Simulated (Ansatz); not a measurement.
# Sb in Ansatz: reference runs

Aim: a first look at Sb with PBE, on the cell as given.

Everything below comes from runs of Ansatz 0.2.0. Logs are shortened: lines on timing, memory, paths and dates and some standing lists are left out, and cuts for length are marked.

## (1) The cell of the first run

The cell holds a slab with vacuum, 7 atoms: a = 4.469 Å, b = 4.469 Å, c = 25.947 Å, α = 90.00°, β = 90.00°, γ = 120.00°.

## (2) Single point, PBE (the (1 1 1) slab of Sb, cut from the database cell, not relaxed)

Contents of input.yaml:

```yaml
crystal:
  lattice:
    - [4.4689148571, 0.0, 0.0]
    - [-2.2344574285, 3.8701937936, 0.0]
    - [0.0, 0.0, 25.9465611038]
  atoms:
    - { symbol: Sb, position: [0.6666666667, 0.3333333333, 0.2890556467] }
    - { symbol: Sb, position: [0.3333333333, 0.6666666667, 0.3593704311] }
    - { symbol: Sb, position: [0.0, 0.0, 0.4296852156] }
    - { symbol: Sb, position: [0.6666666667, 0.3333333333, 0.5] }
    - { symbol: Sb, position: [0.3333333333, 0.6666666667, 0.5703147844] }
    - { symbol: Sb, position: [0.0, 0.0, 0.6406295689] }
    - { symbol: Sb, position: [0.6666666667, 0.3333333333, 0.7109443533] }
hamiltonian:
  xc: pbe
  pseudopotentials: { kind: paw }
kpoints:
  mp_grid: { grid: [7, 7, 1] }
scf:
  occupations: { method: fermi_dirac, width: 0.05 }
output:
  forces: true
  eigenvalues: true
efield:
  axis: 3
  dipole_correction: true
  ramp_width: 0.04
```

Potentials or basis: Ansatz PAW.

Run with:

```sh
$ ansatz run input.yaml --threads 4 --pin off --max-ram 11264MiB --backend cpu --events-out ev --progress --plain --runs-dir out
```

Output:

```text
Warning: RAYON_NUM_THREADS=4 ignored (pool sized by the plan → 4); use --threads N
Engine: ansatz 0.2.0, aarch64-unknown-linux-gnu
Pseudopotentials: kind: paw
Pseudopotential: Sb, paw, valence charge 15, recommended cutoff 420 eV (normal), Sb.paw.azcp
Functional definition: PBE
  parameter kappa = 0.804
  parameter beta = 0.06672455060314922
  exchange = pbe_x(kappa = kappa, mu = beta*pi^2/3)
  correlation = pbe_c(beta = beta)
Crystal: 7 atoms, lattice volume = 448.760 Å³
Basis set: ecut = 420 eV, 8805 PW (Γ), exchange–correlation on 60×60×360 points (8 copies of the dense FFT grid, shifted against one another)
Bands: 63, of which v1, the nominal top of the filled ones, is band 53 counted from 1 (52 counted from 0)
Symmetry: 6 space group operations
k-points: 8 of 49 (time reversal used)
Non-local potential: Sb, projectors of the file, l = 0: 2, l = 1: 2, l = 2: 2, l = 3: 2
PAW form: soft (Blöchl's): semilocal exchange-correlation on the pseudo side does not see the compensation charge
PAW one-centre angular grid: Sb, 590 points (default); XC on 64 Gauss nodes
Initial density: superposition of atomic densities (neutral atoms: chi_scale 0, normalization atom), corrected by the library's trained network
Initial wavefunctions: pseudopotential atomic-orbital guess
Functional: x = pbe(κ = 0.804, μ = 0.2195149727645171), c = pbe(β = 0.06672455060314922)
SCF iter   1: F=—  HF=-45389.583072 eV  |F-HF|=—  |Δ(HF+E_count)|=         —  Δρ=1.44e-3  dr2=1.86e-2  ethr=1.77e-3  p=-0.000 e·Å  D=-7.10e-14 V/Å  ΔV_dip=0.00 eV  dr2_dipole=3.78e-7  V_vac-E_F(+/−)=4.55/4.55 eV  ⟨swp⟩=9.2  Hψ=2152  notcnv=0  defer=1
efield: sawtooth ramp at fractional position 0.9800 (placed from the atoms, in the widest stretch of the axis that holds none; the zero of the levels goes with the place), width 0.0400; the density the first Hamiltonian is built on has a dipole p = -0.000 e·Å; the dipole correction subtracts the counter field D = -7.10e-14 V/Å, which shifts the + side's vacuum level by +0.00 eV against the − side's; the planar-averaged density in the ramp window peaks in size at 3.6e-6 e/Å³
preconditioner: auto → LDOS  [metal: Δε(μ)=0.064 eV  Ē_g=7.156 eV  σ=0.050 eV  W_gap=0.31  n_scr=82 (ndim 8)  ℏωp=10.4 eV  f_vac=0.455  D(μ)=10.57/eV (n_scr^D=82)  β→1.0]
SCF iter   2: F=—  HF=-45389.578745 eV  |F-HF|=—  |Δ(HF+E_count)|=   4.33e-3  Δρ=8.00e-4  dr2=8.12e-3  ethr=1.77e-5  p=0.000 e·Å  D=8.08e-6 V/Å  ΔV_dip=-0.00 eV  dr2_dipole=2.68e-8  V_vac-E_F(+/−)=4.59/4.59 eV  ⟨swp⟩=3.0  Hψ=1204  notcnv=0  defer=15
SCF iter   3: F=—  HF=-45389.578146 eV  |F-HF|=—  |Δ(HF+E_count)|=   5.99e-4  Δρ=2.82e-4  dr2=2.15e-3  ethr=7.73e-6  p=0.000 e·Å  D=5.10e-6 V/Å  ΔV_dip=-0.00 eV  dr2_dipole=4.62e-8  V_vac-E_F(+/−)=4.60/4.60 eV  ⟨swp⟩=2.4  Hψ=864  notcnv=0  defer=15
SCF iter   4: F=—  HF=-45389.578143 eV  |F-HF|=—  |Δ(HF+E_count)|=   2.94e-6  Δρ=1.89e-4  dr2=1.04e-3  ethr=2.05e-6  p=0.000 e·Å  D=2.27e-6 V/Å  ΔV_dip=-0.00 eV  dr2_dipole=1.19e-8  V_vac-E_F(+/−)=4.60/4.60 eV  ⟨swp⟩=2.0  Hψ=652  notcnv=0  defer=15
SCF iter   5: F=—  HF=-45389.578078 eV  |F-HF|=—  |Δ(HF+E_count)|=   6.46e-5  Δρ=8.61e-5  dr2=1.07e-4  ethr=9.90e-7  p=0.000 e·Å  D=1.66e-7 V/Å  ΔV_dip=-0.00 eV  dr2_dipole=1.41e-9  V_vac-E_F(+/−)=4.60/4.60 eV  ⟨swp⟩=2.0  Hψ=621  notcnv=0  defer=15
SCF iter   6: F=—  HF=-45389.578062 eV  |F-HF|=—  |Δ(HF+E_count)|=   1.69e-5  Δρ=3.09e-5  dr2=2.37e-5  ethr=1.02e-7  p=-0.000 e·Å  D=-3.48e-7 V/Å  ΔV_dip=0.00 eV  dr2_dipole=3.20e-11  V_vac-E_F(+/−)=4.60/4.60 eV  ⟨swp⟩=2.0  Hψ=709  notcnv=0  defer=15
SCF iter   7: F=—  HF=-45389.578165 eV  |F-HF|=—  |Δ(HF+E_count)|=   1.03e-4  Δρ=9.24e-6  dr2=2.43e-6  ethr=2.26e-8  p=-0.000 e·Å  D=-1.67e-7 V/Å  ΔV_dip=0.00 eV  dr2_dipole=2.42e-11  V_vac-E_F(+/−)=4.60/4.60 eV  ⟨swp⟩=1.8  Hψ=528  notcnv=0  defer=15
SCF iter   8: F=—  HF=-45389.578165 eV  |F-HF|=—  |Δ(HF+E_count)|=   2.09e-7  Δρ=4.21e-6  dr2=1.57e-7  ethr=2.31e-9  p=-0.000 e·Å  D=-1.03e-7 V/Å  ΔV_dip=0.00 eV  dr2_dipole=2.62e-11  V_vac-E_F(+/−)=4.60/4.60 eV  ⟨swp⟩=2.0  Hψ=574  notcnv=0  defer=15
SCF iter   9: F=-45389.578165 eV  HF=-45389.578165 eV  |F-HF|=1.19e-8  |Δ(HF+E_count)|=   1.06e-8  Δρ=1.87e-6  dr2=2.75e-8  ethr=9.52e-11  p=-0.000 e·Å  D=-5.00e-8 V/Å  ΔV_dip=0.00 eV  dr2_dipole=1.18e-11  V_vac-E_F(+/−)=4.60/4.60 eV  ⟨swp⟩=12.4  Hψ=2064  notcnv=0
SCF 1 converged in 9 iterations: F = -45389.578165 eV  dr2 = 2.75e-8
SCF converged after 9 iterations
Free energy (F): -45389.578165 eV
Harris-Foulkes:  -45389.578165 eV  (|F-HF|=1.19e-8)
Internal energy: -45389.494213 eV  (E = F + TS)
E sigma→0 (E₀):  -45389.536189 eV
Entropy (-TS):   -0.083952 eV (-11.993 meV/atom)
Fermi energy:    2.124712 eV
Dipole field:    D = 0.000003 V/Å  (p = 0.000008 e·Å, saw-weighted, corrected)
Work function:   Φ+ = 4.5995 eV   Φ− = 4.5996 eV
Levels:          The Fermi level and band energies are counted from a zero that moves with the ramp; work functions are not
--- Per-component energies (eV) ---
  E_band       = -1968.299081
  E_kinetic    = 1436.148389
  E_local      = -76366.605710  (includes V_loc(G=0)·N_el)
  E_nonlocal   = 2532.061903
  E_hartree    = 37275.398907
  E_xc         = -962.378384
  E_vxc        = -664.478686  (∫ρ·V_xc dr)
  E_paw        = -32024.581923  (= ΣΔE_a)
  E_vpaw       = -3456.188050  (= ΣTr[D̂ρ^β])
  E_aug_tail   = -0.000011  (compensation charges beyond the density's cutoff)
  E_efield     = 0.000000  (sawtooth field / dipole correction)
  E_vefield    = 0.000000  (∫n·V_field dr)
  E_ewald      = 22720.462617
  E_smearing   = -0.083952  (= −TS)
  E_closure    = 0.000000  (closes the sum)
  Σ components = -45389.578165   (vs F -45389.578165, Δ=0.00e0)
--- Forces (eV/Å), atoms counted from 1 ---
  atom   1  Sb     0.00000000     0.00000000     0.86678767
  atom   2  Sb    -0.00000000    -0.00000000    -1.04374270
  atom   3  Sb    -0.00000000    -0.00000000     0.44846873
  atom   4  Sb    -0.00000000    -0.00000000     0.00000004
  atom   5  Sb     0.00000000     0.00000000    -0.44846875
  atom   6  Sb     0.00000000     0.00000000     1.04374268
  atom   7  Sb    -0.00000000    -0.00000000    -0.86678769
  max |Σ_I F_I| component: 1.90e-8 eV/Å
--- Band table (eV; the first three rows and the last of 8) ---
  k-point 0: bands = ["-26.9506", "-26.9506", "-26.9040", "-26.9040", "-26.8997", "-26.8989", "-26.8989", "-26.8740", "-26.8740", "-26.8650", "-26.8650", "-26.8615", "-26.8592", "-26.8592", "-26.8592", "-26.8267", "-26.8267", "-26.8185", "-26.8185", "-26.8050", "-26.7984", "-26.7951", "-26.7951", "-26.7647", "-26.7647", "-26.6951", "-26.6951", "-26.6949", "-26.6949", "-26.6566", "-26.6566", "-26.6564", "-26.6564", "-26.6550", "-26.6550", "-9.6005", "-9.0375", "-8.1689", "-7.0492", "-5.7351", "-4.3478", "-3.1730", "0.7398", "0.7398", "0.8805", "0.9871", "0.9871", "1.3176", "1.4311", "1.4311", "1.7536", "2.0903", "2.0903", "2.2402", "2.8642", "2.9740", "2.9740", "3.7168", "4.0099", "4.0099", "4.7021", "4.9255", "4.9255"]
  k-point 1: bands = ["-26.9497", "-26.9430", "-26.9037", "-26.9013", "-26.8978", "-26.8968", "-26.8960", "-26.8739", "-26.8728", "-26.8649", "-26.8627", "-26.8600", "-26.8595", "-26.8580", "-26.8579", "-26.8275", "-26.8267", "-26.8211", "-26.8202", "-26.8049", "-26.7999", "-26.7979", "-26.7954", "-26.7714", "-26.7651", "-26.6958", "-26.6957", "-26.6950", "-26.6949", "-26.6588", "-26.6587", "-26.6568", "-26.6566", "-26.6549", "-26.6549", "-9.4175", "-8.8636", "-8.0155", "-6.9369", "-5.7100", "-4.5061", "-3.6526", "-0.4754", "0.1678", "0.1978", "0.3284", "0.6665", "0.8056", "1.0716", "1.3839", "1.6083", "2.1758", "2.2303", "2.6740", "3.0776", "3.1985", "3.6979", "4.1204", "4.2592", "4.5689", "5.0820", "5.1911", "5.4493"]
  k-point 2: bands = ["-26.9478", "-26.9233", "-26.9023", "-26.9019", "-26.8921", "-26.8898", "-26.8840", "-26.8734", "-26.8696", "-26.8653", "-26.8602", "-26.8567", "-26.8553", "-26.8547", "-26.8545", "-26.8303", "-26.8278", "-26.8276", "-26.8252", "-26.8074", "-26.8051", "-26.8015", "-26.7963", "-26.7898", "-26.7660", "-26.6978", "-26.6978", "-26.6949", "-26.6948", "-26.6636", "-26.6635", "-26.6573", "-26.6572", "-26.6549", "-26.6549", "-8.8790", "-8.3614", "-7.5967", "-6.6924", "-5.8115", "-5.0944", "-4.6354", "-1.7994", "-0.8784", "-0.4864", "-0.3742", "0.1133", "0.2854", "0.4570", "1.0251", "1.1323", "1.7718", "2.1662", "2.5620", "3.3378", "3.4688", "3.9978", "4.6083", "4.7744", "5.4900", "5.6591", "5.7791", "5.8469"]
  k-point 7: bands = ["-26.9257", "-26.9165", "-26.8963", "-26.8931", "-26.8916", "-26.8888", "-26.8862", "-26.8656", "-26.8652", "-26.8585", "-26.8584", "-26.8558", "-26.8554", "-26.8505", "-26.8504", "-26.8332", "-26.8330", "-26.8311", "-26.8279", "-26.8124", "-26.8067", "-26.8060", "-26.7989", "-26.7886", "-26.7870", "-26.6999", "-26.6999", "-26.6955", "-26.6955", "-26.6681", "-26.6681", "-26.6592", "-26.6592", "-26.6548", "-26.6548", "-7.5437", "-7.2108", "-6.8608", "-6.6301", "-6.4662", "-6.1752", "-6.1516", "-2.0385", "-2.0096", "-1.5194", "-1.0717", "-0.9578", "-0.5468", "0.3231", "0.4341", "0.7252", "1.8882", "2.1525", "2.3415", "3.6264", "3.8560", "4.0415", "5.2643", "5.4427", "5.7205", "6.5744", "7.0513", "7.1207"]
```

It took 6.7 s on 4 threads of Arm Neoverse V1, shared host; peak memory 0.86 GiB.

Results:

- Free energy: -45389.5782 eV
- Largest force: 1.044 eV/Å
- Band gap on the k mesh: none (metal or under the smearing width)
- Work function of the upper face: 4.60 eV
- Work function of the lower face: 4.60 eV
- Dipole across the slab: 0.000 e·Å

Forces in eV/Å, atoms in the order of the input:
```
Sb   0.000  0.000  0.867
Sb   0.000  0.000 -1.044
Sb   0.000  0.000  0.448
Sb   0.000  0.000  0.000
Sb   0.000  0.000 -0.448
Sb   0.000  0.000  1.044
Sb   0.000  0.000 -0.867
```

Levels at points of the mesh, in eV from the Fermi level:
```tsv
k point	band 50	band 51	band 52	band 53	band 54	band 55
(0.00, 0.00, 0.00)	-0.69	-0.37	-0.03	-0.03	0.12	0.74
```

The run has no spin-orbit coupling, so splittings on Sb are missing.
